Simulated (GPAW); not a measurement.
The system is ZrC.

```
CELL_PARAMETERS angstrom
0.00000 2.36500 2.36500
2.36500 0.00000 2.36500
2.36500 2.36500 0.00000
ATOMIC_POSITIONS crystal
Zr 0.50000 0.50000 0.50000
C 0.00000 0.00000 0.00000
```

```yaml
Program: GPAW 26.7.0
Task: relaxation of cell and atoms
Functional: PBEsol
Dispersion: D3
Potentials_or_basis: PAW data sets generated in the run's folder for this functional
Cutoff: 800 eV
Basis: pw
k_mesh: 10 × 10 × 10
Occupations: fermi-dirac, width 0.05 eV
Spin: no spin polarisation
```

At the start: pressure -12.4 GPa; volume 13.23 Å³/atom.

Where does the relaxation end?

Over 4 steps the energy falls by 29.2 meV/atom and the volume is 12.49 Å³/atom (-5.6 %); space group Fm-3m (No. 225, to 0.05 Å).

The path:
```tsv
step	energy change (eV)	largest force (eV/Å)	pressure (GPa)	volume (Å³)
1	0.0000	0.0000	-12.45	26.46
2	-0.0363	0.0000	-8.01	25.88
3	-0.0582	0.0000	0.53	24.93
4	-0.0584	0.0000	-0.02	24.99
```

Final structure:
```
Zr C
1.0
     0.00000    2.32035    2.32035
     2.32035    0.00000    2.32035
     2.32035    2.32035    0.00000
Zr C
1 1
Direct
  0.50000 0.50000 0.50000
  0.00000 0.00000 0.00000
```

Caveat: later steps reuse the first step's grids; pairwise dispersion overbinds metals, which lowers pressure and volume.
